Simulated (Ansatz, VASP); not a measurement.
**Two plane-wave programs on Rh**

File INCAR:

```
SYSTEM = Rh
PREC     = Accurate       ! precision mode
ENCUT    = 520            ! plane-wave cutoff, eV
EDIFF    = 1E-6           ! SCF threshold, eV
ISMEAR   = -1             ! smearing method
SIGMA    = 0.08           ! smearing width, eV
LREAL    = .FALSE.        ! projectors in reciprocal space
LASPH    = .TRUE.         ! aspherical terms in the spheres
NELM     = 80             ! most SCF steps
ALGO     = Normal         ! electronic algorithm
ISIF     = 2              ! what is computed and relaxed
LWAVE    = .FALSE.        ! write WAVECAR
LCHARG   = .FALSE.        ! write CHGCAR
GGA      = PE             ! functional
NBANDS   = 30             ! bands
```

Contents of KPOINTS:

```
Automatic mesh
0
G
  8 8 11
  0 0 0
```

File POSCAR:

```
Rh
1.0
    4.1677612943      0.0000000000      0.0000000000
   -2.0838806472      3.6093871578      0.0000000000
    0.0000000000      0.0000000000      2.5367193445
Rh
3
Direct
    0.0000000000      0.0000000000      0.0000000000
    0.3333333333      0.6666666667      0.5000000000
    0.6666666667      0.3333333333      0.5000000000
```

Input for Ansatz:

```yaml
crystal:
  lattice:
    - [4.1677612943, 0.0, 0.0]
    - [-2.0838806472, 3.6093871578, 0.0]
    - [0.0, 0.0, 2.5367193445]
  atoms:
    - { symbol: Rh, position: [0.0, 0.0, 0.0] }
    - { symbol: Rh, position: [0.3333333333, 0.6666666667, 0.5] }
    - { symbol: Rh, position: [0.6666666667, 0.3333333333, 0.5] }
kpoints:
  mp_grid: { grid: [8, 8, 11] }
scf:
  occupations: { method: fermi_dirac, width: 0.08 }
hamiltonian:
  xc: pbe
  pseudopotentials: { kind: paw }
output:
  forces: true
  stress: true
  eigenvalues: true
  populations: true
```

Change from the starting cell: volume scaled by 0.88, PAW files.

Alike in both runs: task single point; functional PBE; k mesh 8 × 8 × 11; occupations fermi-dirac, width 0.08 eV; no spin polarisation.

|  | VASP | Ansatz |
| --- | --- | --- |
| version | VASP 6.6.1 | Ansatz 0.2.0 |
| potentials or method | VASP PAW PBE potentials, release 64 (Rh_pv) | PAW with Ansatz's default frozen-core files, scalar-relativistic |
| plane-wave cutoff (eV) | 520 | 420 |
| valence electrons in the cell | 45 | 51 |

VASP gave:

```
pressure (GPa)                                  : 42.4
largest component of the traceless stress (GPa) : 0.10
```

Problem. Estimate Ansatz's values.

Solution. Pressure (GPa): 42.2; largest component of the traceless stress (GPa): 0.00.

The functional is the same, so the differences come from potentials, cutoffs and numerics. The two sets of potentials don't hold the same shells in valence.

Caveats: so large a pressure means that the cell lies far from this level's equilibrium, or that cutoff or potentials fall short (VASP).
